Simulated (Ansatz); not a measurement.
# WS2 (Tungstenite) (P1) in Ansatz: convergence with n extra bands

Aim: find how far n extra bands must go before the results for WS2 (Tungstenite) settle, at r2SCAN. This setting moves, with any that are tied to it; all else stays.

All numbers are computed with Ansatz 0.2.0; they aren't measurements. Logs are shortened: lines on timing, memory, paths and dates and some standing lists are left out, and cuts for length are marked.

### Step 1. The cell of the first run

The typed cell holds 3 atoms: a = 6.427 Å, b = 6.427 Å, c = 6.427 Å, α = 28.44°, β = 28.44°, γ = 28.44°.

The cell isn't the ideal one: atoms moved at random, drawn with an rms of 0.05 Å.

### Step 2. With n extra bands 1

The input, input.yaml:

```yaml
crystal:
  lattice:
    - [1.579, 0.9116360751, 6.1633333333]
    - [-1.579, 0.9116360751, 6.1633333333]
    - [0.0, -1.8232721501, 6.1633333333]
  atoms:
    - { symbol: W, position: [-0.012977, 0.010914, 0.008371] }
    - { symbol: S, position: [0.5857, 0.58146, 0.572522] }
    - { symbol: S, position: [0.747503, 0.739975, 0.770819] }
hamiltonian:
  xc: r2scan
  pseudopotentials: { kind: nc, accuracy: standard }
kpoints:
  mp_grid: { grid: [7, 7, 7] }
scf:
  occupations: { method: cold, width: 0.05 }
  n_extra_bands: 1
output:
  forces: true
  stress: true
  eigenvalues: true
```

Potentials or basis: PseudoDojo standard (PBE files).

Started as:

```sh
$ ansatz run input.yaml --threads 2 --pin off --max-ram 5632MiB --backend cpu --events-out ev --progress --plain --runs-dir out
```

It took 64 s on 2 threads of Intel Xeon at 2.50GHz (Skylake/Cascade Lake), shared host; peak memory 0.78 GiB.

What came out:

```yaml
Free_energy: -2704.1514 eV
Pressure: -0.9 GPa
Largest_force: 1.695 eV/Å
Band_gap_on_the_k_mesh: 1.14 eV, indirect (least direct gap 2.19 eV)
```

### Step 3. With n extra bands 2

input.yaml: that of step 2 with these lines changed.

```diff
@@ -16,3 +16,3 @@
   occupations: { method: cold, width: 0.05 }
-  n_extra_bands: 1
+  n_extra_bands: 2
 output:
```

Potentials or basis: PseudoDojo standard (PBE files).

Started as:

```sh
$ ansatz run input.yaml --threads 2 --pin off --max-ram 5632MiB --backend cpu --events-out ev --progress --plain --runs-dir out
```

It took 67 s on 2 threads of Intel Xeon at 2.50GHz (Skylake/Cascade Lake), shared host; peak memory 0.79 GiB.

What came out:

* Free energy: -2704.1514 eV
* Pressure: -0.9 GPa
* Largest force: 1.695 eV/Å
* Band gap on the k mesh: 1.14 eV, indirect (least direct gap 2.19 eV)

### Step 4. With n extra bands 4

input.yaml: that of step 3 with these lines changed.

```diff
@@ -16,3 +16,3 @@
   occupations: { method: cold, width: 0.05 }
-  n_extra_bands: 2
+  n_extra_bands: 4
 output:
```

Started as:

```sh
$ ansatz run input.yaml --threads 2 --pin off --max-ram 5632MiB --backend cpu --events-out ev --progress --plain --runs-dir out
```

Wall time 70 s (2 threads of Intel Xeon at 2.50GHz (Skylake/Cascade Lake), shared host); peak memory 0.81 GiB.

What came out:

```yaml
Free_energy: -2704.1514 eV
Pressure: -0.9 GPa
Largest_force: 1.695 eV/Å
Band_gap_on_the_k_mesh: 1.14 eV, indirect (least direct gap 2.19 eV)
```

### Step 5. With n extra bands 8

input.yaml: that of step 4 with these lines changed.

```diff
@@ -16,3 +16,3 @@
   occupations: { method: cold, width: 0.05 }
-  n_extra_bands: 4
+  n_extra_bands: 8
 output:
```

Started as:

```sh
$ ansatz run input.yaml --threads 2 --pin off --max-ram 5632MiB --backend cpu --events-out ev --progress --plain --runs-dir out
```

It took 72 s on 2 threads of Intel Xeon at 2.50GHz (Skylake/Cascade Lake), shared host; peak memory 0.86 GiB.

Results (log left out):

```
Free energy            : -2704.1514 eV
Pressure               : -0.9 GPa
Largest force          : 1.695 eV/Å
Band gap on the k mesh : 1.14 eV, indirect (least direct gap 2.19 eV)
```

### Step 6. With n extra bands 16

input.yaml: that of step 5 with these lines changed.

```diff
@@ -16,3 +16,3 @@
   occupations: { method: cold, width: 0.05 }
-  n_extra_bands: 8
+  n_extra_bands: 16
 output:
```

Potentials or basis: PseudoDojo standard (PBE files).

Started as:

```sh
$ ansatz run input.yaml --threads 2 --pin off --max-ram 5632MiB --backend cpu --events-out ev --progress --plain --runs-dir out
```

Run time: 81 s. Hardware: 2 threads of Intel Xeon at 2.50GHz (Skylake/Cascade Lake), shared host; peak memory 0.96 GiB.

Results (log left out):

| Quantity | Value |
| --- | --- |
| Free energy | -2704.1514 eV |
| Pressure | -0.9 GPa |
| Largest force | 1.695 eV/Å |
| Band gap on the k mesh | 1.14 eV, indirect (least direct gap 2.19 eV) |

### Step 7. With n extra bands 32

input.yaml: that of step 6 with these lines changed.

```diff
@@ -16,3 +16,3 @@
   occupations: { method: cold, width: 0.05 }
-  n_extra_bands: 16
+  n_extra_bands: 32
 output:
```

Potentials or basis: PseudoDojo standard (PBE files).

Started as:

```sh
$ ansatz run input.yaml --threads 2 --pin off --max-ram 5632MiB --backend cpu --events-out ev --progress --plain --runs-dir out
```

Standard output:

```text
Warning: hamiltonian.xc reads the kinetic-energy density τ on the library's norm-conserving files, and those of W, S were made for PBE. This build holds files of W, S that were made for r²SCAN, which a deck under this functional can read where it names no table (hamiltonian.pseudopotentials.accuracy or source), types no xc_functional and has no exact exchange, max_exx_coeff or level of output.embedding that keeps them out. To compare such runs, type hamiltonian.pseudopotentials: {kind: paw, frozen_core: stored} on both or, where PAW refuses one, {kind: nc, accuracy: standard}
Warning: RAYON_NUM_THREADS=2 ignored (pool sized by the plan → 2); use --threads N
basis.fft_grid_basis auto: the FFT boxes are laid along the combinations [[1, 0, -1], [0, 1, -1], [0, 0, 1]] of the cell's own vectors, 3.158, 3.158 and 6.427 Å long. The dense box has 36×36×72 points. Along the cell's own vectors, as sized, it would have 72×72×72, 4.00 times as many. basis.fft_grid_basis: typed keeps the cell's own vectors: state it where this run's energies or levels are differenced outside the engine with another run's, or held beside a run that keeps those vectors.
scf.n_extra_bands = 32 over 13 filled bands (N_el = 26.0): the run solves 45 bands
Engine: ansatz 0.2.0, x86_64-unknown-linux-gnu
Pseudopotentials: kind: nc
Pseudopotential: W, nc, valence charge 14, recommended cutoff 1006.821291 eV (normal), W.nc.azcp (PseudoDojo's, or run here from an input of PseudoDojo's; its table is named by hamiltonian.pseudopotentials.accuracy)
Pseudopotential: S, nc, valence charge 6, recommended cutoff 770 eV (normal), S.nc.azcp (PseudoDojo's, or run here from an input of PseudoDojo's; its table is named by hamiltonian.pseudopotentials.accuracy)
Functional definition: r2SCAN
  parameter k0 = 0.174
  parameter k1 = 0.065
  parameter a1 = 4.9479
  exchange = r2scan_x(k0 = k0, k1 = k1, a1 = a1)
  correlation = r2scan_c
Crystal: 3 atoms, lattice volume = 53.232 Å³
Basis set: ecut = 1006.821291 eV, 3859 PW (Γ), FFT grids on a1−a3, a2−a3, a3, exchange–correlation on 144×144×288 points (64 copies of the dense FFT grid, shifted against one another)
Bands: 45, of which v1, the nominal top of the filled ones, is band 13 counted from 1 (12 counted from 0)
Symmetry: 1 space group operations
Space group: P1 (ITA 1), of the structure as read, at distance tolerance 3.8e-5 Å
k-points: 172 of 343 (time reversal used)
Non-local potential: W, projectors of the file, l = 0: 2, l = 1: 2, l = 2: 2, l = 3: 2
Non-local potential: S, projectors of the file, l = 0: 2, l = 1: 2, l = 2: 2
Initial density: superposition of atomic densities (chi_scale 0.1, normalization cell, long waves kept (reshape's long-wave potential 0.03 eV rms))
Initial wavefunctions: pseudopotential atomic-orbital guess
Functional: x = r2scan, c = r2scan; τ floored in thin density (d = 2e-4 eV/Å³)
SCF iter   1: F=—  HF=-2704.327167 eV  |F-HF|=—  |Δ(HF+E_count)|=         —  Δρ=3.86e-2  dr2=1.43e0  dr2_τ=9.69e-2  ethr=3.10e-3  ⟨swp⟩=6.4  Hψ=44407  notcnv=0  defer=2850
preconditioner: auto → none  [insulator: Δε(μ)=1.074 eV  Ē_g=24.850 eV  σ=0.050 eV  W_gap=1.00  n_scr=16 (ndim 8)  ℏωp=21.6 eV  f_vac=0.000  D(μ)=-0.00/eV (n_scr^D=0)  ε∞_Penn≈1.8]
SCF iter   2: F=—  HF=-2704.423073 eV  |F-HF|=—  |Δ(HF+E_count)|=   9.59e-2  S|Δr|=    0.00e0  Δρ=3.47e-2  dr2=1.90e0  dr2_τ=1.04e-1  ethr=3.10e-3  ⟨swp⟩=2.0  Hψ=9929  notcnv=0  defer=4691
SCF iter   3: F=—  HF=-2704.179201 eV  |F-HF|=—  |Δ(HF+E_count)|=   2.44e-1  S|Δr|=    0.00e0  Δρ=1.83e-2  dr2=3.51e-1  dr2_τ=8.29e-2  ethr=3.10e-3  ⟨swp⟩=2.3  Hψ=5857  notcnv=0  defer=4687
SCF iter   4: F=—  HF=-2704.146160 eV  |F-HF|=—  |Δ(HF+E_count)|=   3.30e-2  S|Δr|=    0.00e0  Δρ=8.32e-3  dr2=2.48e-2  dr2_τ=1.72e-3  ethr=1.35e-3  ⟨swp⟩=1.6  Hψ=9367  notcnv=0  defer=4695
SCF iter   5: F=—  HF=-2704.151181 eV  |F-HF|=—  |Δ(HF+E_count)|=   5.02e-3  S|Δr|=    0.00e0  Δρ=1.94e-3  dr2=2.07e-3  dr2_τ=3.42e-4  ethr=9.53e-5  ⟨swp⟩=2.9  Hψ=5256  notcnv=0  defer=4701
SCF iter   6: F=—  HF=-2704.151449 eV  |F-HF|=—  |Δ(HF+E_count)|=   2.68e-4  S|Δr|=    0.00e0  Δρ=5.88e-4  dr2=3.58e-4  dr2_τ=3.75e-5  ethr=7.95e-6  ⟨swp⟩=2.6  Hψ=4253  notcnv=0  defer=4701
SCF iter   7: F=—  HF=-2704.151402 eV  |F-HF|=—  |Δ(HF+E_count)|=   4.63e-5  S|Δr|=    0.00e0  Δρ=1.86e-4  dr2=1.39e-5  dr2_τ=2.21e-6  ethr=1.38e-6  ⟨swp⟩=2.2  Hψ=4178  notcnv=0  defer=4701
SCF iter   8: F=—  HF=-2704.151423 eV  |F-HF|=—  |Δ(HF+E_count)|=   2.03e-5  S|Δr|=    0.00e0  Δρ=3.65e-5  dr2=5.29e-7  dr2_τ=1.15e-7  ethr=5.35e-8  ⟨swp⟩=2.0  Hψ=4624  notcnv=0  defer=4701
SCF iter   9: F=-2704.151423 eV  HF=-2704.151423 eV  |F-HF|=2.81e-8  |Δ(HF+E_count)|=   1.73e-7  S|Δr|=    0.00e0  Δρ=1.03e-5  dr2=6.14e-8  dr2_τ=7.44e-9  ethr=3.85e-10  ⟨swp⟩=15.1  Hψ=69224  notcnv=0
SCF 1 converged in 9 iterations: F = -2704.151423 eV  dr2 = 6.14e-8
SCF converged after 9 iterations
Stability not checked: this state was not tested for a lower state beside it, because cold or Methfessel-Paxton smearing, or corrected tetrahedra, fill the levels in a way that the test cannot read (fill_not_monotonic; see scf.lower_state_search)
Free energy (F): -2704.151423 eV
Harris-Foulkes:  -2704.151423 eV  (|F-HF|=2.81e-8)
Internal energy: -2704.151423 eV  (E = F + TS)
E sigma→0 (E₀):  -2704.151423 eV
Fermi energy:    12.056294 eV
Step filling:    the computed levels leave a gap of 1.1356 eV = 22.7 smearing widths at the electron count; against every level under it full and every level over it empty, smearing changes F+E_penalty+E_count by +1.93e-61 meV and its σ→0 estimate by -1.08e-57 meV
--- Per-component energies (eV) ---
  E_band       = -208.749898
  E_kinetic    = 768.159340
  E_local      = -2268.426236  (includes V_loc(G=0)·N_el)
  E_nonlocal   = 431.600001
  E_hartree    = 682.582489
  E_xc         = -663.168169
  E_vxc        = -531.584098  (∫ρ·V_xc dr)
  E_vtau       = 26.344293  (kinetic-family band-sum trace: ∫τ·v_τ [+ j·A + Jᵃ·Aᵃ] dr)
  E_ewald      = -1654.898849
  E_smearing   = 0.000000  (= −TS)
  E_closure    = 0.000000  (closes the sum)
  Σ components = -2704.151423   (vs F -2704.151423, Δ=0.00e0)
--- Forces (eV/Å), atoms counted from 1 ---
  atom   1  W      0.97076344    -0.01105117    -1.38946315
  atom   2  S     -0.38782871    -0.33507870     1.39782870
  atom   3  S     -0.58293632     0.34613063    -0.00829332
  max |Σ_I F_I| component: 7.22e-5 eV/Å
--- Stress (GPa, compression-positive) ---
        0.785189      -0.773609      -0.771136
       -0.773609       0.544623       3.056449
       -0.771136       3.056449      -4.128558
  P = ⅓ Tr σ = -0.9329 GPa (-9.329 kbar)
--- Band table (eV; the first three rows and the last of 172) ---
  k-point 0: bands = ["-65.3690", "-28.7042", "-28.5084", "-28.4984", "-4.8004", "-2.8173", "3.6101", "7.9765", "8.0546", "9.0978", "9.5055", "9.7841", "10.3349", "13.5569", "13.8436", "14.1681", "14.3046", "16.6970", "19.9561", "20.7221", "22.0974", "22.2673", "23.8387", "24.1372", "24.9950", "26.7955", "27.1351", "27.5193", "28.9865", "29.0744", "29.7620", "31.0119", "33.2950", "34.7442", "35.9725", "36.1394", "37.8033", "38.0974", "38.1587", "40.9648", "41.0471", "42.0393", "43.4883", "43.7569", "44.9458"]
  k-point 1: bands = ["-65.3652", "-28.6910", "-28.5754", "-28.5204", "-4.4498", "-2.7086", "4.0513", "7.2037", "8.1121", "8.3270", "8.9336", "9.8585", "10.3497", "13.2232", "13.7180", "13.9532", "14.5841", "17.9699", "20.5941", "21.1097", "22.0296", "22.5113", "23.0761", "23.9629", "24.4738", "25.8917", "27.4528", "28.2815", "28.5434", "29.8020", "31.5629", "32.8423", "33.6119", "34.2364", "35.1145", "36.0506", "36.6618", "37.3560", "38.7392", "41.1548", "41.5113", "42.5083", "43.1217", "43.2834", "45.7456"]
  k-point 2: bands = ["-65.3567", "-28.7347", "-28.6610", "-28.5581", "-3.5537", "-2.4321", "4.8213", "5.9640", "6.7585", "7.9004", "9.0662", "9.2304", "9.8332", "13.0438", "13.5978", "14.6787", "15.2532", "18.3897", "19.9075", "20.3199", "22.4410", "22.7509", "24.2966", "24.5106", "24.8288", "25.8325", "26.8634", "27.8342", "29.0795", "30.9911", "32.5127", "33.9386", "34.6075", "35.2946", "35.5438", "36.8396", "37.5827", "38.0766", "38.8608", "40.3608", "41.0962", "42.4524", "42.7598", "43.0342", "43.5405"]
  k-point 171: bands = ["-65.3499", "-28.8541", "-28.6380", "-28.5911", "-2.6625", "-2.1508", "4.2150", "5.5322", "6.1738", "7.3372", "8.7080", "9.5932", "9.8846", "13.8931", "14.0358", "15.0764", "15.5121", "16.4640", "18.6961", "19.6994", "21.8304", "23.0622", "23.1908", "25.8800", "26.2368", "27.3569", "28.6002", "29.3421", "29.8683", "30.9399", "31.7790", "33.1460", "34.3892", "35.6452", "36.2506", "37.4859", "37.9700", "38.1113", "39.7250", "40.3486", "40.9415", "41.9708", "43.0299", "43.6133", "43.9333"]
```

Run time: 1.8 min. Hardware: 2 threads of Intel Xeon at 2.50GHz (Skylake/Cascade Lake), shared host; peak memory 1.1 GiB.

Results:

| Property | Result |
| --- | --- |
| Free energy | -2704.1514 eV |
| Pressure | -0.9 GPa |
| Largest force | 1.695 eV/Å |
| Band gap on the k mesh | 1.14 eV, indirect (least direct gap 2.19 eV) |

### Step 8. Result

```csv
n extra bands,"energy less the tightest run, at zero smearing (meV/atom)",SCF cycles,CPU time (s),peak memory (GiB)
1,0.00,9,120,0.78
2,0.00,9,120,0.79
4,0.00,9,130,0.81
8,0.00,9,140,0.86
16,0.00,9,160,0.96
32,0.00,9,210,1.1
```

Against the tightest run, the energy stays within 1 meV/atom from 1 on. The tightest run that finished is the yardstick and may itself not be fully converged.

Caveats: the meta-GGA runs on potentials made for a GGA; odd divisions of the mesh miss points on the zone boundary, where band edges often lie, so the gap on the mesh can be too wide; the potentials were made for another functional, which shifts forces and pressure; spin-orbit coupling is left out, which moves the levels of the heavy elements.
